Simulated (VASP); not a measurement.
# Sb (I4/mmm) in VASP: further runs

The runs below take Sb through single point, with r2SCAN.

All numbers are computed with VASP 6.6.1; they aren't measurements. Logs are shortened: lines on timing, memory, paths and dates and some standing lists are left out, and cuts for length are marked.

## (1) The crystal as given

It takes space group I4/mmm (No. 139, tetragonal). The conventional cell has a = 3.153 Å, b = 3.153 Å, c = 5.424 Å, α = 90.00°, β = 90.00°, γ = 90.00°. Sb (site symmetry 4/mmm) has 12 Sb at 3.15 to 3.51 Å as nearest neighbours.

This isn't the form of Sb at room conditions, which is rhombohedral.

## (2) Single point, r2SCAN

File INCAR:

```
ADDGRID = False
ALGO = Normal
EDIFF = 1E-6
ENCUT = 500
ISIF = 2
ISMEAR = 0
LASPH = True
LCHARG = False
LMIXTAU = True
LREAL = False
LWAVE = False
METAGGA = R2SCAN
NBANDS = 8
NELM = 100
PREC = Accurate
SIGMA = 0.05
```

File KPOINTS:

```
k-points
0
Gamma
  4 4 4
```

File POSCAR:

```
Sb
1.0
   -1.5638750000      1.6131910000      2.7402030000
    1.6104090000     -1.5604430000      2.7365900000
    1.5281950000      1.5247630000     -2.7095380000
Sb
1
Direct
    0.0004760000      0.0218010000      0.0165680000
```

Potentials or basis: VASP PAW PBE potentials, release 64 (Sb).

Run with:

```
cat potpaw_PBE.64/Sb/POTCAR > POTCAR
mpirun -np 1 vasp_std > vasp.out
```

OUTCAR:

```text
EDIFF = 1E-6
   ENCUT = 500
   ISIF = 2
   ISMEAR = 0
   LASPH = True
   LREAL = False
   METAGGA = R2SCAN
   NELM = 100
   PREC = Accurate

 Found     36 irreducible k-points:

 Following reciprocal coordinates:
            Coordinates               Weight
  0.000000  0.000000  0.000000      1.000000
  0.250000 -0.000000  0.000000      2.000000
  0.500000 -0.000000  0.000000      1.000000
  0.000000  0.250000  0.000000      2.000000
  0.250000  0.250000  0.000000      2.000000
  0.500000  0.250000 -0.000000      2.000000
   k-points           NKPTS =     36   k-points in BZ     NKDIM =     36   number of bands    NBANDS=      8
   number of dos      NEDOS =    301   number of ions     NIONS =      1
   total plane-waves  NPLWV =  21952
   dimension x,y,z NGX =    28 NGY =   28 NGZ =   28
   dimension x,y,z NGXF=    56 NGYF=   56 NGZF=   56
   ions per type =               1
   NGX,Y,Z   is equivalent  to a cutoff of  13.14, 13.16, 13.44 a.u.
   NGXF,Y,Z  is equivalent  to a cutoff of  26.27, 26.31, 26.87 a.u.
 SYSTEM =  unknown system
   PREC   = accura    normal or accurate (medium, high low for compatibility)
   ISTART =      0    job   : 0-new  1-cont  2-samecut
   ICHARG =      2    charge: 1-file 2-atom 10-const
   ISPIN  =      1    spin polarized calculation?
   LNONCOLLINEAR =      F non collinear calculations
   LSORBIT =      F    spin-orbit coupling
   LASPH  =      T    aspherical Exc in radial PAW
   ENCUT  =  500.0 eV  36.75 Ry    6.06 a.u.   6.46  6.45  6.32*2*pi/ulx,y,z
   NELM   =    100;   NELMIN=  2; NELMDL= -5     # of ELM steps
   EDIFF  = 0.1E-05   stopping-criterion for ELM
   LREAL  =      F    real-space projection
   EDIFFG = 0.1E-04   stopping-criterion for IOM
   NSW    =      0    number of steps for IOM
   IBRION =     -1    ionic relax: 0-MD 1-quasi-New 2-CG
   NFREE  =      0    steps in history (QN), initial steepest desc. (CG)
   ISIF   =      2    stress and relaxation
   ISYM   =      2    0-nonsym 1-usesym 2-fastsym
   POTIM  = 0.5000    time-step for ionic-motion
   TEBEG  =    0.0;   TEEND  =   0.0 temperature during run
   PSTRESS=    0.0 pullay stress
   NELECT =       5.0000    total number of electrons
   NUPDOWN=      -1.0000    fix difference up-down
   EMIN   =  10.00;   EMAX   =-10.00  energy-range for DOS
   EFERMI =   0.00;   METHOD = LEGACY
   ISMEAR =     0;   SIGMA  =   0.05  broadening in eV -4-tet -1-fermi 0-gaus
   EFERMI_NEDOS =   21; number of points for ismear=-14 and -15
   IALGO  =     38    algorithm
   IMIX   =      4    mixing-type and parameters
     AMIX     =   0.40;   BMIX     =  1.00
     AMIX_MAG =   1.60;   BMIX_MAG =  1.00
  volume/ion in A,a.u.               =      26.96       181.95
  Fermi-wavevector in a.u.,A,eV,Ry     =   0.933573  1.764197 11.858272  0.871558
  Thomas-Fermi vector in A             =   2.060288
   LORBIT       =      0    0 simple, 1 ext, 2 COOP (PROOUT), +10 PAW based schemes
   METAGGA = R2SCAN    functional components
   LHFCALC =     F    Hartree Fock is set to
   AEXX    =    0.0000 exact exchange contribution
   IVDW    =     0    specifies the selected vdW correction
   LEPSILON=     F    determine dielectric tensor
   LRPA    =     F    only Hartree local field effects (RPA)
 non-spin polarized calculation
 Gauss-broadening in eV      SIGMA  =   0.05
  energy-cutoff  :      500.00
  volume of cell :       26.96
 maximum number of plane-waves:       701
 NGX is ok and might be reduce to    28
   NGX = 13   NGY = 13   NGZ = 13

 number of electron       5.0000000 magnetization

 Free energy of the ion-electron system (eV)
  ---------------------------------------------------
  ext. energy  EPLUGINS =         0.00000000
  ---------------------------------------------------
  free energy    TOTEN  =       -25.23101898 eV

  energy without entropy =      -25.22961653  energy(sigma->0) =      -25.23031776

 E-fermi :   8.3760     XC(G=0): -10.8074

 val. band max:        8.3540308223   @ k =   0.5000   0.2500   0.2500
 cond. band min:       8.5507693712   @ k =   0.2500   0.5000   0.0000
 fundamental gap:      0.1967385489
 Fermi energy:         8.3760481530

 k-point     1 :       0.0000    0.0000    0.0000
  band No.  band energies     occupation
      1      -5.1598      2.00000
      2      13.1528      0.00000
      3      14.1861      0.00000
      4      14.2389      0.00000
      5      18.0967      0.00000
      6      19.3374      0.00000
      7      19.7379      0.00000
      8      19.9473      0.00000

 k-point     2 :       0.2500   -0.0000    0.0000
  band No.  band energies     occupation
      1      -3.8692      2.00000
      2       7.5513      2.00000
      3      11.6038      0.00000
      4      14.1638      0.00000
      5      16.1833      0.00000
      6      18.5710      0.00000
      7      21.1733      0.00000
      8      21.9740      0.00000

 k-point     3 :       0.5000   -0.0000    0.0000
  band No.  band energies     occupation
      1      -1.1735      2.00000
      2       2.2798      2.00000
      3      10.3911      0.00000
      4      14.3403      0.00000
      5      15.0693      0.00000
      6      19.1709      0.00000
      7      19.9932      0.00000
      8      20.1525      0.00000

 k-point     4 :       0.0000    0.2500    0.0000
  band No.  band energies     occupation
      1      -3.8667      2.00000
      2       7.5637      2.00000
      3      11.5817      0.00000
      4      14.1585      0.00000
      5      16.1583      0.00000
      6      18.5692      0.00000
      7      21.1790      0.00000
      8      21.9797      0.00000

 k-point     5 :       0.2500    0.2500    0.0000
  band No.  band energies     occupation
      1      -2.0279      2.00000
      2       6.7109      2.00000
      3       7.1408      2.00000
      4      10.4604      0.00000
      5      16.8675      0.00000
      6      19.2535      0.00000
      7      19.7032      0.00000
      8      23.4292      0.00000

 k-point     6 :       0.5000    0.2500   -0.0000
  band No.  band energies     occupation
      1      -0.3919      2.00000
      2       3.8669      2.00000
      3       8.5538      0.00000
      4       9.7054      0.00000
      5      14.6683      0.00000
      6      17.7610      0.00000
      7      19.3829      0.00000
      8      24.6013      0.00000

 [... further k-points ...]

------------------------ aborting loop because EDIFF is reached ----------------------------------------

  FORCE on cell =-STRESS in cart. coord.  units (eV):
  Direction    XX          YY          ZZ          XY          YZ          ZX
  --------------------------------------------------------------------------------------
  -------------------------------------------------------------------------------------
  Total        0.5512755      0.5572711     -1.0362821      0.0553594      0.1337084      0.1515263
  in kB       32.7589162     33.1151977    -61.5798761      3.2896676      7.9454691      9.0042787
  external PRESSURE =       1.4314126 kB  Pullay stress =       0.0000000 kB

 VOLUME and BASIS-vectors are now :
 -----------------------------------------------------------------------------
  energy-cutoff  :      500.00
  volume of cell :       26.96
      direct lattice vectors                 reciprocal lattice vectors
    -1.563875000  1.613191000  2.740203000     0.002055809  0.316948054  0.179518554
     1.610409000 -1.560443000  2.736590000     0.317083613  0.001847581  0.179876686
     1.528195000  1.524763000 -2.709538000     0.322328449  0.322401118 -0.005843793

 POSITION                                       TOTAL-FORCE (eV/Angst)
 -----------------------------------------------------------------------------------
      0.05968     -0.00799      0.01607         0.000000      0.000000      0.000000
 -----------------------------------------------------------------------------------
    total drift:                                0.000000      0.000000     -0.000000

  FREE ENERGIE OF THE ION-ELECTRON SYSTEM (eV)
  ---------------------------------------------------
  free  energy   TOTEN  =       -25.2310189805 eV

  energy  without entropy=      -25.2296165304  energy(sigma->0) =      -25.23031776
```

stdout:

```text
POSCAR found type information on POSCAR Sb
 POSCAR found :  1 types and       1 ions
 scaLAPACK will be used
 -----------------------------------------------------------------------------
|                                                                             |
|                                                                             |
|     You enforced a specific xc type in the INCAR file but a different       |
|     I HOPE YOU KNOW WHAT YOU ARE DOING!                                     |
|                                                                             |
 -----------------------------------------------------------------------------

 LDA part: xc-table for (None), standard interpolation
 POSCAR, INCAR and KPOINTS ok, starting setup
 FFT: planning ... GRIDC
 FFT: planning ... GRID_SOFT
 FFT: planning ... GRID
 WAVECAR not read
 entering main loop
```

Run time: 34 s. Hardware: 1 thread of Intel Xeon Platinum 8375C at 2.90GHz (Ice Lake), shared host; peak memory 0.16 GiB.

These settings aren't checked as converged: the numbers below hold their error.

What came out:

* Free energy: -25.2310 eV
* Pressure: 0.1 GPa
* Band gap on the k mesh: none (metal or under the smearing width)

Caveat: the k mesh is coarse (spacing up to 0.72 Å⁻¹), so the values aren't converged; the PAW data sets were made with another functional, which shifts forces and pressure a little.

[end of part 1 of 2]
